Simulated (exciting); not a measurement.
Runs of exciting (release sodium) on NaCl. Symmetry: Pm-3m, No. 221, cubic system. The conventional cell has a = 3.502 Å, b = 3.502 Å, c = 3.502 Å, α = 90.00°, β = 90.00°, γ = 90.00°. Cl (site symmetry m-3m) is surrounded by 8 Na at 3.03 Å. Na (site symmetry m-3m) has 8 Cl at 3.03 Å as nearest neighbours. Measurements of this composition are mostly on another form, of space group No. 225.

| task | level | smearing | outputlevel | gap on the mesh (eV) |
| --- | --- | --- | --- | --- |
| band structure | PBEsol | fermi-dirac 0.05 eV | low | 3.85 |
| band structure | LDA | fermi-dirac 0.05 eV | normal | (a) |
| band structure | RPBE | fermi-dirac 0.05 eV | normal | 4.30 |
| band structure | PBE | fermi-dirac 0.05 eV | low | 4.01 |
| single point | PBE | gaussian 0.012 eV | low | 4.01 |

Alike in all rows: potentials or basis all-electron LAPW+lo, shipped species files, valence relativity iora*; no spin polarisation; cell as given; k mesh 8 × 8 × 8; rgkmax 7.5.

Q: Fill in the values left out.

A: (a) 3.61.

A k mesh can miss the band edges.
